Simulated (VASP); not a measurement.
Input of a VASP 6.6.1 run:

The input INCAR:

```
SYSTEM = KF
ALGO = Normal ; EDIFF = 1E-6
ENCUT = 520 ; GGA = CA
ISIF = 2 ; ISMEAR = 0
LASPH = .True. ; LCHARG = .False.
LREAL = .False. ; LWAVE = .False.
NBANDS = 15 ; NELM = 100
PREC = Accurate ; SIGMA = 0.05
```

KPOINTS

```
k-points
0
Gamma
  8 8 8
  0 0 0
```

File POSCAR:

```
KF
1.0
    3.2589550000      0.0000000000      0.0000000000
    0.0000000000      3.2589550000      0.0000000000
    0.0000000000      0.0000000000      3.2589550000
K F
1 1
Direct
    0.0000000000      0.0000000000      0.0000000000
    0.5000000000      0.5000000000      0.5000000000
```

Potentials or basis: VASP PAW LDA potentials, release 64 (K_sv, F).

Command:

```console
$ cat potpaw_LDA.64/K_sv/POTCAR potpaw_LDA.64/F/POTCAR > POTCAR
$ mpirun -np 1 vasp_std > vasp.out
```

(1) What does it give for the pressure?

(2) Predict the band gap on the k mesh.

Answers

(1) -5.7 GPa.

(2) 5.91 eV, indirect (least direct gap 5.96 eV).
